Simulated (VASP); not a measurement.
# Cr (P6_3/mmc) in VASP: settings compared

Aim: see how the results for Cr move with the level of theory and the settings. Levels: PBEsol, RPBE, revPBE, BLYP. Tasks: relaxation of cell and atoms.

Program: VASP 6.6.1. These are calculated values, not measurements. Logs are shortened: lines on timing, memory, paths and dates and some standing lists are left out, and cuts for length are marked.

### Step 1. Starting point

It takes space group P6_3/mmc (No. 194, hexagonal). The conventional cell has a = 2.714 Å, b = 2.714 Å, c = 4.410 Å, α = 90.00°, β = 90.00°, γ = 120.00°. Cr (site symmetry -6m2) is surrounded by 12 Cr at 2.71 Å.

This isn't the form of Cr at room conditions, which is bcc.

### Step 2. Relaxation of cell and atoms, PBEsol, collinear spin, ferromagnetic start

File INCAR:

```
PREC = Accurate
ENCUT = 600
EDIFF = 1E-6
ISMEAR = -1
SIGMA = 0.05
LREAL = F
LASPH = T
NELM = 150
ALGO = Fast
ISIF = 3
LWAVE = F
LCHARG = F
ISPIN = 2
MAGMOM = 3 3
LORBIT = 11
LMAXMIX = 4
GGA = PS
IBRION = 2
NSW = 60
EDIFFG = -0.005
```

File KPOINTS:

```
regular mesh
0
Gamma
  8 8 5
```

File POSCAR:

```
Cr
1.0
    2.7140000000      0.0000000000      0.0000000000
   -1.3570000000      2.3503929459      0.0000000000
    0.0000000000      0.0000000000      4.4100000000
Cr
2
Direct
    0.6666666667      0.3333333333      0.7500000000
    0.3333333333      0.6666666667      0.2500000000
```

Potentials or basis: VASP PAW PBE potentials, release 64 (Cr_pv).

Launch:

```console
> cat potpaw_PBE.64/Cr_pv/POTCAR > POTCAR
> mpirun -np 1 vasp_std > vasp.out
```

OUTCAR:

```text
PREC = Accurate
   ENCUT = 600
   EDIFF = 1E-6
   ISMEAR = -1
   LREAL = F
   LASPH = T
   NELM = 150
   ISIF = 3
   ISPIN = 2
   LORBIT = 11
   GGA = PS
   IBRION = 2
   NSW = 60
   EDIFFG = -0.005

 ion  position               nearest neighbor table
   1  0.667  0.333  0.750-   2 2.71   2 2.71   2 2.71   2 2.71   2 2.71   2 2.71
   2  0.333  0.667  0.250-   1 2.71   1 2.71   1 2.71   1 2.71   1 2.71   1 2.71

  LATTYP: Found a hexagonal cell.
 ALAT       =     2.7140000000
 C/A-ratio  =     1.6249078850

  Lattice vectors:

 A1 = (   2.7140000000,   0.0000000000,   0.0000000000)
 A2 = (  -1.3570000000,   2.3503929459,   0.0000000000)
 A3 = (   0.0000000000,   0.0000000000,   4.4100000000)

Analysis of symmetry for initial positions (statically):
=====================================================================
 Subroutine PRICEL returns:
 Original cell was already a primitive cell.

 Routine SETGRP: Setting up the symmetry group for a
 hexagonal supercell.

 Subroutine GETGRP returns: Found 24 space group operations
 (whereof 12 operations were pure point group operations)
 out of a pool of 24 trial point group operations.

The static configuration has the point symmetry D_3d.
 The point group associated with its full space group is D_6h.

Analysis of symmetry for dynamics (positions and initial velocities):
=====================================================================
 Subroutine PRICEL returns:
 Original cell was already a primitive cell.

 Routine SETGRP: Setting up the symmetry group for a
 hexagonal supercell.

 Subroutine GETGRP returns: Found 24 space group operations
 (whereof 12 operations were pure point group operations)
 out of a pool of 24 trial point group operations.

The dynamic configuration has the point symmetry D_3d.
 The point group associated with its full space group is D_6h.

Analysis of structural, dynamic, and magnetic symmetry:
=====================================================================
 Subroutine PRICEL returns:
 Original cell was already a primitive cell.

 Routine SETGRP: Setting up the symmetry group for a
 hexagonal supercell.

 Subroutine GETGRP returns: Found 24 space group operations
 (whereof 12 operations were pure point group operations)
 out of a pool of 24 trial point group operations.

The overall configuration has the point symmetry D_3d.
 The point group associated with its full space group is D_6h.

 Subroutine INISYM returns: Found 24 space group operations
 (whereof 12 operations are pure point group operations),
 and found     1 'primitive' translations

----------------------------------------------------------------------------------------

                                     Primitive cell

  volume of cell :      28.1312

  direct lattice vectors                    reciprocal lattice vectors
     2.714000000  0.000000000  0.000000000     0.368459838  0.212730387  0.000000000
    -1.357000000  2.350392946  0.000000000     0.000000000  0.425460773  0.000000000
     0.000000000  0.000000000  4.410000000     0.000000000  0.000000000  0.226757370

  length of vectors
     2.714000000  2.714000000  4.410000000     0.425460773  0.425460773  0.226757370

  position of ions in fractional coordinates (direct lattice)
     0.666666667  0.333333333  0.750000000
     0.333333333  0.666666667  0.250000000

  ion indices of the primitive-cell ions
   primitive index   ion index
                 1           1
                 2           2

----------------------------------------------------------------------------------------

 KPOINTS: regular mesh

Automatic generation of k-mesh.
 Grid dimensions read from file:
 generate k-points for:    8    8    5

 Generating k-lattice:

  Cartesian coordinates                     Fractional coordinates (reciprocal lattice)
     0.046057480  0.026591298  0.000000000     0.125000000  0.000000000  0.000000000
     0.000000000  0.053182597  0.000000000     0.000000000  0.125000000  0.000000000
     0.000000000  0.000000000  0.045351474     0.000000000  0.000000000  0.200000000

  Length of vectors
     0.053182597  0.053182597  0.045351474

  Shift w.r.t. Gamma in fractional coordinates (k-lattice)
     0.000000000  0.000000000  0.000000000

 Subroutine IBZKPT returns following result:
 ===========================================

 Found     30 irreducible k-points:

 Following reciprocal coordinates:
            Coordinates               Weight
  0.000000  0.000000  0.000000      1.000000
  0.125000 -0.000000  0.000000      6.000000
  0.250000 -0.000000  0.000000      6.000000
  0.375000 -0.000000  0.000000      6.000000
  0.500000 -0.000000  0.000000      3.000000
  0.125000  0.125000  0.000000      6.000000
[... 16 lines left out ...]
  0.250000 -0.000000  0.400000     12.000000
  0.375000 -0.000000  0.400000     12.000000
 [... further k-points ...]
   k-points           NKPTS =     30   k-points in BZ     NKDIM =     30   number of bands    NBANDS=     19
   number of dos      NEDOS =    301   number of ions     NIONS =      2
   total plane-waves  NPLWV =  20736
   dimension x,y,z NGX =    24 NGY =   24 NGZ =   36
   dimension x,y,z NGXF=    48 NGYF=   48 NGZF=   72
   ions per type =               2
   NGX,Y,Z   is equivalent  to a cutoff of  14.70, 14.70, 13.57 a.u.
   NGXF,Y,Z  is equivalent  to a cutoff of  29.40, 29.40, 27.14 a.u.
 SYSTEM =  unknown system
   PREC   = accura    normal or accurate (medium, high low for compatibility)
   ISTART =      0    job   : 0-new  1-cont  2-samecut
   ICHARG =      2    charge: 1-file 2-atom 10-const
   ISPIN  =      2    spin polarized calculation?
   LNONCOLLINEAR =      F non collinear calculations
   LSORBIT =      F    spin-orbit coupling
   LASPH  =      T    aspherical Exc in radial PAW
   ENCUT  =  600.0 eV  44.10 Ry    6.64 a.u.   5.42  5.42  8.81*2*pi/ulx,y,z
   NELM   =    150;   NELMIN=  2; NELMDL= -5     # of ELM steps
   EDIFF  = 0.1E-05   stopping-criterion for ELM
   LREAL  =      F    real-space projection
   EDIFFG = -.5E-02   stopping-criterion for IOM
   NSW    =     60    number of steps for IOM
   IBRION =      2    ionic relax: 0-MD 1-quasi-New 2-CG
   NFREE  =      1    steps in history (QN), initial steepest desc. (CG)
   ISIF   =      3    stress and relaxation
   ISYM   =      2    0-nonsym 1-usesym 2-fastsym
   POTIM  = 0.5000    time-step for ionic-motion
   TEBEG  =    0.0;   TEEND  =   0.0 temperature during run
   PSTRESS=    0.0 pullay stress
   NELECT =      24.0000    total number of electrons
   NUPDOWN=      -1.0000    fix difference up-down
   EMIN   =  10.00;   EMAX   =-10.00  energy-range for DOS
   EFERMI =   0.00;   METHOD = LEGACY
   ISMEAR =    -1;   SIGMA  =   0.05  broadening in eV -4-tet -1-fermi 0-gaus
   EFERMI_NEDOS =   21; number of points for ismear=-14 and -15
   IALGO  =     68    algorithm
   IMIX   =      4    mixing-type and parameters
     AMIX     =   0.40;   BMIX     =  1.00
     AMIX_MAG =   1.60;   BMIX_MAG =  1.00
  volume/ion in A,a.u.               =      14.07        94.92
  Fermi-wavevector in a.u.,A,eV,Ry     =   1.552681  2.934142 32.801180  2.410819
  Thomas-Fermi vector in A             =   2.657021
   LORBIT       =     11    0 simple, 1 ext, 2 COOP (PROOUT), +10 PAW based schemes
   GGA     = PS    functional components
   LHFCALC =     F    Hartree Fock is set to
   AEXX    =    0.0000 exact exchange contribution
   IVDW    =     0    specifies the selected vdW correction
   LEPSILON=     F    determine dielectric tensor
   LRPA    =     F    only Hartree local field effects (RPA)
 conjugate gradient relaxation of ions
 spin polarized calculation
 RMM-DIIS sequential band-by-band and
  energy-cutoff  :      600.00
  volume of cell :       28.13
 maximum number of plane-waves:       966
 NGX is ok and might be reduce to    24
   NGX = 11   NGY = 11   NGZ = 17

--------------------------------------- Ionic step        1  -------------------------------------------

 number of electron      24.0000013 magnetization       1.8585411

 Free energy of the ion-electron system (eV)
  ---------------------------------------------------
  ext. energy  EPLUGINS =         0.00000000
  ---------------------------------------------------
  free energy    TOTEN  =       -18.91743183 eV

  energy without entropy =      -18.88675136  energy(sigma->0) =      -18.90209160

 E-fermi :   8.1361     XC(G=0): -12.6908

 val. band max:        8.1295864790   @ k =   0.0000   0.0000   0.4000
 cond. band min:       8.1375140504   @ k =   0.2500  -0.0000   0.0000
 fundamental gap:      0.0079275713
 Fermi energy:         8.1361102319

 spin component 1

 k-point     1 :       0.0000    0.0000    0.0000
  band No.  band energies     occupation
      1     -35.1808      1.00000
      2     -34.8352      1.00000
      3     -34.8352      1.00000
      4     -34.7683      1.00000
      5     -34.7683      1.00000
      6     -34.6907      1.00000
[... 1154 lines left out ...]
  FREE ENERGIE OF THE ION-ELECTRON SYSTEM (eV)
  ---------------------------------------------------
  free  energy   TOTEN  =       -19.5828222581 eV

  energy  without entropy=      -19.5434944358  energy(sigma->0) =      -19.56315835

[... ionic steps 4 to 22 ...]

--------------------------------------- Ionic step       23  -------------------------------------------

 number of electron      24.0000000 magnetization      -0.0000011

------------------------ aborting loop because EDIFF is reached ----------------------------------------

  FORCE on cell =-STRESS in cart. coord.  units (eV):
  Direction    XX          YY          ZZ          XY          YZ          ZX
  --------------------------------------------------------------------------------------
  -------------------------------------------------------------------------------------
  Total        0.0048697      0.0048697     -0.0130175     -0.0000000      0.0000000     -0.0000000
  in kB        0.3409894      0.3409894     -0.9115283     -0.0000000      0.0000000     -0.0000000
  external PRESSURE =      -0.0765165 kB  Pullay stress =       0.0000000 kB
[... 57 lines left out ...]
  energy  without entropy=      -19.6365095834  energy(sigma->0) =      -19.65083466

--------------------------------------- Ionic step       25  -------------------------------------------

 number of electron      24.0000000 magnetization      -0.0000002

 Free energy of the ion-electron system (eV)
  ---------------------------------------------------
  ext. energy  EPLUGINS =         0.00000000
  ---------------------------------------------------
  free energy    TOTEN  =       -19.66516006 eV

  energy without entropy =      -19.63651085  energy(sigma->0) =      -19.65083546

 E-fermi :  10.8546     XC(G=0): -13.8646

 val. band max:       10.8466206727   @ k =   0.3750   0.1250   0.2000
 cond. band min:      10.8571629378   @ k =   0.1250  -0.0000   0.0000
 fundamental gap:      0.0105422651
 Fermi energy:        10.8546066239

 spin component 1

 k-point     1 :       0.0000    0.0000    0.0000
  band No.  band energies     occupation
      1     -32.3501      1.00000
      2     -31.5808      1.00000
      3     -31.3834      1.00000
      4     -31.3834      1.00000
      5     -31.3111      1.00000
      6     -31.3111      1.00000
[... 1080 lines left out ...]
  FREE ENERGIE OF THE ION-ELECTRON SYSTEM (eV)
  ---------------------------------------------------
  free  energy   TOTEN  =       -19.6651600631 eV

  energy  without entropy=      -19.6365108503  energy(sigma->0) =      -19.65083546

 reached required accuracy - stopping structural energy minimisation

 total charge

# of ion       s       p       d       tot
------------------------------------------
    1        0.445   6.391   4.274  11.110
    2        0.445   6.391   4.274  11.110
--------------------------------------------------
tot          0.890  12.781   8.548  22.220

 magnetization (x)

# of ion       s       p       d       tot
------------------------------------------
    1       -0.000   0.000  -0.000  -0.000
    2       -0.000   0.000  -0.000  -0.000
--------------------------------------------------
tot         -0.000   0.000  -0.000  -0.000
```

Wall time 4.8 min (1 thread of Intel Xeon Platinum 8488C (Sapphire Rapids), shared host); peak memory 0.2 GiB.

What came out:

* Free energy: -19.6652 eV
* Relaxed volume: 11.44 Å³/atom
* Relaxed cell: a = 2.452 Å, b = 2.452 Å, c = 4.393 Å, α = 90.00°, β = 90.00°, γ = 120.00°
* Space group after relaxing (to 0.05 Å): P6_3/mmc (No. 194)
* Energy gained by relaxing: 373.9 meV/atom
* Ionic steps: 25
* Pressure after relaxing: 0.0 GPa
* Band gap on the k mesh: none (metal or under the smearing width)
* Net moment: 0.00 μB per cell
* Valence electrons inside the program's atomic spheres: Cr 11.11

The path:
| step | energy change (eV) | largest force (eV/Å) | pressure (GPa) | volume (Å³) |
| --- | --- | --- | --- | --- |
| 1 | 0.0000 | 0.0000 | -31.80 | 28.13 |
| 2 | 0.4121 | 0.0000 | 92.19 | 18.23 |
| 3 | -0.6654 | 0.0000 | -2.10 | 23.02 |
| 4 | -0.6670 | 0.0000 | -0.27 | 22.85 |
| 5 | -0.6670 | 0.0000 | 0.78 | 22.76 |
| 6 | -0.7150 | 0.0000 | 2.39 | 22.61 |
| 7 | -0.6187 | 0.0000 | 13.35 | 22.04 |
| 8 | -0.7372 | 0.0000 | 4.06 | 22.49 |
| 9 | -0.7394 | 0.0000 | 5.58 | 22.40 |
| 10 | -0.7403 | 0.0000 | 5.05 | 22.43 |
| 11 | -0.7239 | 0.0000 | -7.49 | 23.63 |
| 12 | -0.7474 | 0.0000 | 0.50 | 22.86 |
| 13 | -0.7474 | 0.0000 | 0.14 | 22.87 |
| 14 | -0.7477 | 0.0000 | -0.26 | 22.91 |
| 15 | -0.7477 | 0.0000 | -0.17 | 22.90 |
| 16 | -0.7477 | 0.0000 | -0.30 | 22.90 |
| 17 | -0.7476 | 0.0000 | -0.01 | 22.89 |
| 18 | -0.7477 | 0.0000 | -0.24 | 22.90 |
| 19 | -0.7477 | 0.0000 | -0.30 | 22.90 |
| 20 | -0.7477 | 0.0000 | 0.36 | 22.84 |
| 21 | -0.7477 | 0.0000 | 0.22 | 22.88 |
| 22 | -0.7477 | 0.0000 | -0.13 | 22.88 |
| 23 | -0.7477 | 0.0000 | -0.01 | 22.88 |
| 24 | -0.7477 | 0.0000 | -0.02 | 22.88 |
| 25 | -0.7477 | 0.0000 | -0.01 | 22.88 |

Final structure:
```
Cr
1.0
     2.45217    0.00000    0.00000
    -1.22608    2.12364    0.00000
     0.00000    0.00000    4.39327
Cr
2
Direct
  0.66667 0.33333 0.75000
  0.33333 0.66667 0.25000
```

Levels at points of the mesh, in eV from the Fermi level:
Spin up:
| k point | band 9 | band 10 | band 11 | band 12 | band 13 | band 14 | band 15 | band 16 |
| --- | --- | --- | --- | --- | --- | --- | --- | --- |
| (0.00, 0.00, 0.00) | -1.34 | -0.41 | -0.41 | -0.29 | -0.06 | -0.06 | 1.07 | 1.07 |
| (0.50, 0.00, 0.00) | -3.65 | -1.06 | -0.62 | -0.34 | -0.22 | 2.37 | 2.97 | 3.10 |
Spin down:
| k point | band 9 | band 10 | band 11 | band 12 | band 13 | band 14 | band 15 | band 16 |
| --- | --- | --- | --- | --- | --- | --- | --- | --- |
| (0.00, 0.00, 0.00) | -1.34 | -0.41 | -0.41 | -0.29 | -0.06 | -0.06 | 1.07 | 1.07 |
| (0.50, 0.00, 0.00) | -3.65 | -1.06 | -0.62 | -0.34 | -0.22 | 2.37 | 2.97 | 3.10 |

Caveat: the starting moments collapsed, and a magnetic state may lie lower; the volume moved by over 15 % at a fixed basis, so the end points are rough; the PAW data sets were made with another functional, which shifts forces and pressure a little.

### Step 3. Relaxation of cell and atoms, RPBE, collinear spin, ferromagnetic start

Edit INCAR of step 2 so:

```diff
@@ -16,3 +16,3 @@
 LMAXMIX = 4
-GGA = PS
+GGA = RP
 IBRION = 2
```

KPOINTS is that of step 2.

POSCAR is that of step 2.

Potentials or basis: VASP PAW PBE potentials, release 64 (Cr_pv).

Launch:

```console
> cat potpaw_PBE.64/Cr_pv/POTCAR > POTCAR
> mpirun -np 1 vasp_std > vasp.out
```

It took 5.2 min on 1 thread of Intel Xeon Platinum 8488C (Sapphire Rapids), shared host; peak memory 0.19 GiB.

The run converged. Its results:

| Property | Result |
| --- | --- |
| Free energy | -17.1939 eV |
| Relaxed volume | 12.14 Å³/atom |
| Relaxed cell | a = 2.499 Å, b = 2.499 Å, c = 4.490 Å, α = 90.00°, β = 90.00°, γ = 120.00° |
| Space group after relaxing (to 0.05 Å) | P6_3/mmc (No. 194) |
| Energy gained by relaxing | 192.6 meV/atom |
| Ionic steps | 24 |
| Pressure after relaxing | 0.0 GPa |
| Band gap on the k mesh | none (metal or under the smearing width) |
| Net moment | 0.00 μB per cell |
| Valence electrons inside the program's atomic spheres | Cr 11.00 |

The path:
| step | energy change (eV) | largest force (eV/Å) | pressure (GPa) | volume (Å³) |
| --- | --- | --- | --- | --- |
| 1 | 0.0000 | 0.0000 | -20.74 | 28.13 |
| 2 | -0.0153 | 0.0000 | 36.23 | 21.35 |
| 3 | -0.2976 | 0.0000 | -0.67 | 24.30 |
| 4 | -0.2980 | 0.0000 | 0.24 | 24.20 |
| 5 | -0.3494 | 0.0000 | 2.61 | 23.93 |
| 6 | -0.2074 | 0.0000 | 16.69 | 22.98 |
| 7 | -0.3697 | 0.0000 | 4.73 | 23.75 |
| 8 | -0.3717 | 0.0000 | 6.47 | 23.60 |
| 9 | -0.3730 | 0.0000 | -0.49 | 24.41 |
| 10 | -0.3801 | 0.0000 | 2.73 | 24.02 |
| 11 | -0.3852 | 0.0000 | -0.25 | 24.32 |
| 12 | -0.3852 | 0.0000 | -0.35 | 24.30 |
| 13 | -0.3852 | 0.0000 | -0.05 | 24.29 |
| 14 | -0.3852 | 0.0000 | -0.12 | 24.28 |
| 15 | -0.3852 | 0.0000 | 0.29 | 24.24 |
| 16 | -0.3852 | 0.0000 | 0.11 | 24.26 |
| 17 | -0.3852 | 0.0000 | 0.10 | 24.27 |
| 18 | -0.3852 | 0.0000 | -0.01 | 24.27 |
| 19 | -0.3852 | 0.0000 | 0.11 | 24.27 |
| 20 | -0.3852 | 0.0000 | 0.10 | 24.27 |
| 21 | -0.3852 | 0.0000 | -0.17 | 24.28 |
| 22 | -0.3852 | 0.0000 | 0.10 | 24.27 |
| 23 | -0.3852 | 0.0000 | -0.02 | 24.28 |
| 24 | -0.3852 | 0.0000 | -0.04 | 24.28 |

Final structure:
```xyz
2
Lattice="2.4987 0.0000 0.0000 -1.2494 2.1640 0.0000 0.0000 0.0000 4.4897" Properties=species:S:1:pos:R:3 pbc="T T T"
Cr    1.2494    0.7213    3.3673
Cr    0.0000    1.4426    1.1224
```

Levels at points of the mesh, in eV from the Fermi level:
Spin up:
```
           k point  band 8  band 9  band 10  band 11  band 12  band 13  band 14  band 15  band 16  band 17
(0.00, 0.00, 0.00)   -4.06   -1.27    -0.41    -0.37    -0.37    -0.06    -0.06     1.02     1.02     2.08
(0.50, 0.00, 0.00)   -3.44   -3.35    -0.98    -0.66    -0.36    -0.15     2.17     2.72     2.83     3.91
```
Spin down:
```tsv
k point	band 8	band 9	band 10	band 11	band 12	band 13	band 14	band 15	band 16	band 17
(0.00, 0.00, 0.00)	-4.06	-1.27	-0.41	-0.37	-0.37	-0.06	-0.06	1.02	1.02	2.08
(0.50, 0.00, 0.00)	-3.44	-3.35	-0.98	-0.66	-0.36	-0.15	2.17	2.72	2.83	3.91
```

Caveat: the starting moments collapsed, and a magnetic state may lie lower; the PAW data sets were made with another functional, which shifts forces and pressure a little.

[end of part 1 of 2]
